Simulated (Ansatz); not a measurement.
# What a change of settings does to a run on Tc

The cell comes from COD entry 1534910, which wasn't checked; take it as a given geometry.

First run: DFT, PBE, all-electron LAPW, scalar-relativistic (Ansatz 0.2.0).

Command: `ansatz run input.yaml --threads 1 --pin off --max-ram 2048MiB --backend cpu --events-out ev --progress --plain --runs-dir out` The run took 24 s on 1 thread of Arm Neoverse V1, on a shared host, peak memory 0.43 GiB.

```yaml
crystal:
  lattice:
    - [0.0, 1.95, 1.95]
    - [1.95, 0.0, 1.95]
    - [1.95, 1.95, 0.0]
  atoms:
    - { symbol: Tc, position: [0.0, 0.0, 0.0] }
kpoints:
  mp_grid: { grid: [18, 18, 18] }
  band_path:
    path:
      - [0.0, 0.0, 0.0]
      - [0.5, 0.0, 0.5]
      - [0.625, 0.25, 0.625]
      - [0.375, 0.375, 0.75]
      - [0.0, 0.0, 0.0]
      - [0.5, 0.5, 0.5]
      - [0.5, 0.25, 0.75]
      - [0.5, 0.0, 0.5]
    npoints: 14
scf:
  occupations: { method: fermi_dirac, width: 0.03 }
hamiltonian:
  xc: pbe
  pseudopotentials: { kind: all_electron, lapw: { basis_error: 0.00025 } }
output:
  forces: true
  stress: true
  eigenvalues: true
  populations: true
  dos: { projected: true, de: 0.2, e_range: [-14, 8] }
```

Result: converged; pressure -6.22 GPa; 6 SCF iterations.

The input is then changed:

```diff
@@ -21,7 +21,9 @@
 scf:
   occupations: { method: fermi_dirac, width: 0.03 }
+  lower_state_search: "off"
 hamiltonian:
   xc: pbe
   pseudopotentials: { kind: all_electron, lapw: { basis_error: 0.00025 } }
+  hubbard: { sites: [{ species: Tc, l: d, u_eff: 3.0 }], double_counting: fll }
 output:
   forces: true
@@ -29,4 +31,3 @@
   eigenvalues: true
   populations: true
-  dos: { projected: true, de: 0.2, e_range: [-14, 8] }
```

Question: Predict the outcome of the changed run.

Answer: It converged; pressure -7.21 GPa; 7 SCF iterations.
